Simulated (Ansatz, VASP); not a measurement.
# Be in VASP and in Ansatz

```
Be
1.0
    -1.26942    1.26942    1.21273
     1.26942   -1.26942    1.21273
     1.26942    1.26942   -1.21273
Be
1
Direct
  0.00000 0.00000 0.00000
```

Change from the starting cell: z stretched by -3 % at fixed volume.

Alike in both runs: task single point; functional PBE; k mesh 20 × 20 × 20; occupations fermi-dirac, width 0.05 eV; no spin polarisation.

```csv
,VASP,Ansatz
version,VASP 6.6.1,Ansatz 0.2.0
potentials or method,"VASP PAW PBE potentials, release 64 (Be), cutoff 520 eV","all-electron LAPW, scalar-relativistic"
```

VASP gave:

| Quantity | Value |
| --- | --- |
| pressure (GPa) | 0.4 |
| largest component of the traceless stress (GPa) | 2.50 |

Q: What did Ansatz give for the same quantities?

A: Pressure (GPa): 0.2; largest component of the traceless stress (GPa): 2.50.

Ansatz ran all-electron here, so the differences hold the error of VASP's frozen core and of both bases.
